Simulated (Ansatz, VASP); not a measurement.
**TiC: VASP beside Ansatz**

```
Ti C
1.0
     0.00000    2.16572    2.16572
     2.16572    0.00000    2.16572
     2.16572    2.16572    0.00000
Ti C
1 1
Direct
  0.00000 0.00000 0.00000
  0.50000 0.50000 0.50000
```

The cell is a database's computed one.

Alike in both runs: task relaxation of cell and atoms; functional PBEsol; k mesh 11 × 11 × 11; occupations fermi-dirac, width 0.05 eV; no spin polarisation.

```csv
,VASP,Ansatz
version,VASP 6.6.1,Ansatz 0.2.0
potentials or method,"VASP PAW PBE potentials, release 64 (Ti_sv, C), cutoff 600 eV","all-electron LAPW, scalar-relativistic"
```

Ansatz gave:

* relaxed volume (Å³/atom): 9.89
* relaxed cell length with the largest relative difference (Å): 3.036
* energy change over the relaxation (meV/atom): -6

Question: Which values does VASP return?

Answer: Relaxed volume (Å³/atom): 9.90; relaxed cell length with the largest relative difference (Å): 3.037; energy change over the relaxation (meV/atom): -5.

Ansatz ran all-electron here, so the differences hold the error of VASP's frozen core and of both bases.

Caveats: the PAW data sets were made with another functional, which shifts forces and pressure a little (VASP).
